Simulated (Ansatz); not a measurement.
# TiO (P-62m) in Ansatz: equation of state

How stiff is TiO in PBEsol, and what volume does it want? The cell is scaled to several volumes.

Everything below comes from runs of Ansatz 0.2.0. Logs are shortened: lines on timing, memory, paths and dates and some standing lists are left out, and cuts for length are marked.

**1. Starting point**

The structure is hexagonal, space group P-62m (No. 189). Conventional cell: a = 4.989 Å, b = 4.989 Å, c = 2.873 Å, α = 90.00°, β = 90.00°, γ = 120.00°. Ti (site symmetry -62m) has 3 O at 1.97 Å as nearest neighbours. Ti (site symmetry -6) has 6 O at 2.10 Å as nearest neighbours. O (site symmetry m2m) is surrounded by 5 Ti at 1.97 to 2.10 Å.

The cell comes from a database or a generator and needn't be the stable form of this composition.

**2. Single point, PBEsol, 9.70 Å³/atom (volume scaled by 0.94)**

input.yaml

```yaml
crystal:
  lattice:
    - [4.8872410766, 0.0, 0.0]
    - [-2.4436205383, 4.2324749268, 0.0]
    - [0.0, 0.0, 2.8146579318]
  atoms:
    - { symbol: Ti, position: [0.0, 0.0, 0.0] }
    - { symbol: Ti, position: [0.3333333333, 0.6666666667, 0.5] }
    - { symbol: Ti, position: [0.6666666667, 0.3333333333, 0.5] }
    - { symbol: O, position: [0.0, 0.39444076, 0.0] }
    - { symbol: O, position: [0.39444076, 0.0, 0.0] }
    - { symbol: O, position: [0.60555924, 0.60555924, 0.0] }
hamiltonian:
  xc: pbesol
  pseudopotentials: { kind: paw }
kpoints:
  mp_grid: { grid: [6, 6, 9] }
scf:
  occupations: { method: fermi_dirac, width: 0.05 }
output:
  forces: true
  stress: true
  eigenvalues: true
  write_density: true
  write_potential: true
  elf: true
  volumetric_format: npy
```

Potentials or basis: Ansatz PAW.

The run is started by

```bash
> ansatz run input.yaml --threads 2 --pin off --max-ram 5632MiB --backend cpu --events-out ev --progress --plain --runs-dir out
```

What it wrote:

```text
Warning: RAYON_NUM_THREADS=2 ignored (pool sized by the plan → 2); use --threads N
Engine: ansatz 0.2.0, x86_64-unknown-linux-gnu
Pseudopotentials: kind: paw
Pseudopotential: Ti, paw, valence charge 12, recommended cutoff 420 eV (normal), Ti.paw.azcp
Pseudopotential: O, paw, valence charge 6, recommended cutoff 420 eV (normal), O.paw.azcp
Functional definition: PBEsol
  exchange = pbesol_x
  correlation = pbesol_c
Crystal: 6 atoms, lattice volume = 58.222 Å³
Basis set: ecut = 420 eV, 1143 PW (Γ), exchange–correlation on 72×72×40 points (8 copies of the dense FFT grid, shifted against one another)
Bands: 33, of which v1, the nominal top of the filled ones, is band 27 counted from 1 (26 counted from 0)
Symmetry: 12 space group operations
Space group: P-62m (ITA 189), of the structure as read, at distance tolerance 3.9e-5 Å
k-points: 35 of 324 (time reversal used)
Non-local potential: Ti, projectors of the file, l = 0: 3, l = 1: 2, l = 2: 3, l = 3: 1
Non-local potential: O, projectors of the file, l = 0: 2, l = 1: 2, l = 2: 1
PAW form: soft (Blöchl's): semilocal exchange-correlation on the pseudo side does not see the compensation charge
PAW frozen core: Ti, regenerated for the run's functional, and the local potential with it (the file was generated under x = pbe(κ = 0.804, μ = 0.2195149727645171), c = pbe(β = 0.06672455060314922))
PAW frozen core: O, regenerated for the run's functional, and the local potential with it (the file was generated under x = pbe(κ = 0.804, μ = 0.2195149727645171), c = pbe(β = 0.06672455060314922))
PAW one-centre angular grid: Ti, 590 points (default); XC on 64 Gauss nodes
PAW one-centre angular grid: O, 110 points (default); XC on 64 Gauss nodes
Initial density: superposition of atomic densities (neutral atoms: chi_scale 0, normalization atom), corrected by the library's trained network
Initial wavefunctions: pseudopotential atomic-orbital guess
Functional: x = pbesol(κ = 0.804, μ = 0.12345679012345678), c = pbesol(β = 0.046)
SCF iter   1: F=—  HF=-9112.800275 eV  |F-HF|=—  |Δ(HF+E_count)|=         —  Δρ=1.59e-2  dr2=1.17e-1  ethr=1.77e-3  ⟨swp⟩=4.8  Hψ=4517  notcnv=0
preconditioner: auto → Kerker (q_TF=auto, 2.694 Å⁻¹)  [metal: Δε(μ)=0.095 eV  Ē_g=10.244 eV  σ=0.050 eV  W_gap=0.44  n_scr=26 (ndim 8)  ℏωp=26.7 eV  f_vac=0.000  D(μ)=0.53/eV (n_scr^D=0)]
SCF iter   2: F=—  HF=-9112.775626 eV  |F-HF|=—  |Δ(HF+E_count)|=   2.46e-2  Δρ=6.53e-3  dr2=2.35e-2  ethr=2.17e-4  ⟨swp⟩=2.9  Hψ=2127  notcnv=0
SCF iter   3: F=—  HF=-9112.771177 eV  |F-HF|=—  |Δ(HF+E_count)|=   4.45e-3  Δρ=1.89e-3  dr2=2.09e-3  ethr=4.36e-5  ⟨swp⟩=2.7  Hψ=2015  notcnv=0
SCF iter   4: F=—  HF=-9112.770768 eV  |F-HF|=—  |Δ(HF+E_count)|=   4.09e-4  Δρ=5.07e-4  dr2=1.49e-4  ethr=3.86e-6  ⟨swp⟩=2.3  Hψ=1646  notcnv=0
SCF iter   5: F=—  HF=-9112.770733 eV  |F-HF|=—  |Δ(HF+E_count)|=   3.49e-5  Δρ=1.58e-4  dr2=1.32e-5  ethr=2.76e-7  ⟨swp⟩=2.2  Hψ=1673  notcnv=0
SCF iter   6: F=—  HF=-9112.770643 eV  |F-HF|=—  |Δ(HF+E_count)|=   8.98e-5  Δρ=3.24e-5  dr2=6.27e-7  ethr=2.45e-8  ⟨swp⟩=2.1  Hψ=1635  notcnv=0
SCF iter   7: F=-9112.770643 eV  HF=-9112.770643 eV  |F-HF|=2.61e-8  |Δ(HF+E_count)|=   5.52e-8  Δρ=7.97e-6  dr2=4.88e-8  ethr=1.85e-10  ⟨swp⟩=9.6  Hψ=7003  notcnv=0
SCF 1 converged in 7 iterations: F = -9112.770643 eV  dr2 = 4.88e-8
SCF converged after 7 iterations
Free energy (F): -9112.770643 eV
Harris-Foulkes:  -9112.770643 eV  (|F-HF|=2.61e-8)
Internal energy: -9112.766068 eV  (E = F + TS)
E sigma→0 (E₀):  -9112.768355 eV
Entropy (-TS):   -0.004575 eV (-0.762 meV/atom)
Fermi energy:    17.116188 eV
--- Per-component energies (eV) ---
  E_band       = -311.654718
  E_kinetic    = 1360.332472
  E_local      = -2869.617695  (includes V_loc(G=0)·N_el)
  E_nonlocal   = 170.979289
  E_hartree    = 1150.454943
  E_xc         = -515.632628
  E_vxc        = -654.593669  (∫ρ·V_xc dr)
  E_paw        = -3525.753522  (= ΣΔE_a)
  E_vpaw       = -619.675562  (= ΣTr[D̂ρ^β])
  E_aug_tail   = 0.007812  (compensation charges beyond the density's cutoff)
  E_ewald      = -4884.060755
  E_core_change = 0.524017  (= ΣΔE_core)
  E_smearing   = -0.004575  (= −TS)
  E_closure    = 0.000000  (closes the sum)
  Σ components = -9112.770643   (vs F -9112.770643, Δ=0.00e0)
--- Forces (eV/Å), atoms counted from 1 ---
  atom   1  Ti    -0.00000000    -0.00000000     0.00000000
  atom   2  Ti     0.00000000    -0.00000000     0.00000000
  atom   3  Ti     0.00000000     0.00000000     0.00000000
  atom   4  O     -0.08741176     0.15140162     0.00000000
  atom   5  O      0.17482353    -0.00000000     0.00000000
  atom   6  O     -0.08741176    -0.15140162     0.00000000
  max |Σ_I F_I| component: 1.25e-16 eV/Å
--- Stress (GPa, compression-positive) ---
       10.302581       0.000000       0.000000
        0.000000      10.302581       0.000000
        0.000000       0.000000       8.118152
  P = ⅓ Tr σ = 9.5744 GPa (95.744 kbar)
--- Band table (eV; the first three rows and the last of 35) ---
  k-point 0: bands = ["-40.9131", "-40.8060", "-40.3127", "-17.5751", "-17.5751", "-17.2149", "-17.2149", "-17.1682", "-17.0508", "-16.8509", "-16.8509", "-16.2162", "-5.3735", "-3.5869", "-3.5869", "7.3044", "9.1169", "9.1169", "10.0248", "10.0248", "10.2362", "10.9334", "10.9334", "11.3484", "13.4681", "16.1877", "16.1877", "16.2219", "17.3930", "17.3930", "17.9759", "17.9759", "18.3966"]
  k-point 1: bands = ["-40.9038", "-40.7978", "-40.3062", "-17.5525", "-17.5525", "-17.2651", "-17.1979", "-17.1979", "-17.1227", "-16.8534", "-16.8534", "-16.2741", "-5.2222", "-3.6254", "-3.6254", "7.5401", "8.9971", "8.9971", "9.9462", "9.9462", "10.2921", "10.7160", "10.8783", "10.8783", "14.1355", "15.9944", "15.9944", "16.5307", "17.6930", "17.6930", "18.0768", "18.0768", "18.4983"]
  k-point 2: bands = ["-40.8799", "-40.7771", "-40.2896", "-17.5030", "-17.4944", "-17.4944", "-17.3019", "-17.1512", "-17.1512", "-16.8635", "-16.8635", "-16.4186", "-4.8362", "-3.7251", "-3.7251", "8.1519", "8.7165", "8.7165", "9.4415", "9.6948", "9.6948", "10.6429", "10.8298", "10.8298", "15.3895", "15.6795", "15.6795", "17.4070", "18.0502", "18.0502", "18.1389", "18.1389", "18.7733"]
  k-point 34: bands = ["-40.7864", "-40.7864", "-40.2584", "-17.8099", "-17.8099", "-17.4458", "-17.2034", "-17.2034", "-16.9698", "-16.8971", "-16.8971", "-16.6616", "-4.1421", "-3.8416", "-3.8416", "8.3032", "8.3032", "8.7009", "8.7009", "8.8690", "9.2960", "9.8028", "11.1448", "11.1448", "15.5320", "15.5320", "15.5583", "18.3598", "18.3598", "18.6705", "18.6994", "18.6994", "18.9541"]
```

Run time: 2.4 s. Hardware: 2 threads of Intel Xeon 6975P-C (Granite Rapids), shared host; peak memory 0.4 GiB.

What came out:

```
Free energy            : -9112.7706 eV
Pressure               : 9.6 GPa
Largest force          : 0.175 eV/Å
Band gap on the k mesh : none (metal or under the smearing width)
```

Caveat: the pressure holds a Pulay correction of +0.7 GPa for the finite cutoff; semilocal functionals often make such compounds metallic where correlation or magnetic order opens a gap, which also shifts bond lengths; the PAW data sets come from PBE, with cores solved anew for the run's functional, which leaves a small shift of forces and pressure.

**3. Single point, PBEsol, 9.91 Å³/atom (volume scaled by 0.96)**

input.yaml: that of step 2 with these lines changed.

```diff
@@ -2,5 +2,5 @@
   lattice:
-    - [4.8872410766, 0.0, 0.0]
-    - [-2.4436205383, 4.2324749268, 0.0]
-    - [0.0, 0.0, 2.8146579318]
+    - [4.9216594013, 0.0, 0.0]
+    - [-2.4608297006, 4.2622820703, 0.0]
+    - [0.0, 0.0, 2.8344801196]
   atoms:
@@ -23,5 +23 @@
   eigenvalues: true
-  write_density: true
-  write_potential: true
-  elf: true
-  volumetric_format: npy
```

Potentials or basis: Ansatz PAW.

The run is started by

```bash
> ansatz run input.yaml --threads 2 --pin off --max-ram 5632MiB --backend cpu --events-out ev --progress --plain --runs-dir out
```

It took 1.8 s on 2 threads of Intel Xeon 6975P-C (Granite Rapids), shared host; peak memory 0.39 GiB.

It converged, with:

```
Free energy            : -9112.8224 eV
Pressure               : 3.9 GPa
Largest force          : 0.102 eV/Å
Band gap on the k mesh : none (metal or under the smearing width)
```

Caveat: the pressure holds a Pulay correction of +0.6 GPa for the finite cutoff; semilocal functionals often make such compounds metallic where correlation or magnetic order opens a gap, which also shifts bond lengths; the PAW data sets come from PBE, with cores solved anew for the run's functional, which leaves a small shift of forces and pressure.

**4. Single point, PBEsol, 10.12 Å³/atom (volume scaled by 0.98)**

input.yaml: that of step 3 with these lines changed.

```diff
@@ -2,5 +2,5 @@
   lattice:
-    - [4.9216594013, 0.0, 0.0]
-    - [-2.4608297006, 4.2622820703, 0.0]
-    - [0.0, 0.0, 2.8344801196]
+    - [4.9556029525, 0.0, 0.0]
+    - [-2.4778014763, 4.291678048, 0.0]
+    - [0.0, 0.0, 2.8540288761]
   atoms:
```

The run is started by

```bash
> ansatz run input.yaml --threads 2 --pin off --max-ram 5632MiB --backend cpu --events-out ev --progress --plain --runs-dir out
```

Run time: 1.9 s. Hardware: 2 threads of Intel Xeon 6975P-C (Granite Rapids), shared host; peak memory 0.36 GiB.

It converged, with:

```
Free energy            : -9112.8324 eV
Pressure               : -1.2 GPa
Largest force          : 0.034 eV/Å
Band gap on the k mesh : none (metal or under the smearing width)
```

Caveat: the pressure holds a Pulay correction of +0.6 GPa for the finite cutoff; semilocal functionals often make such compounds metallic where correlation or magnetic order opens a gap, which also shifts bond lengths; the PAW data sets come from PBE, with cores solved anew for the run's functional, which leaves a small shift of forces and pressure.

(Part 1 of 2 ends here.)
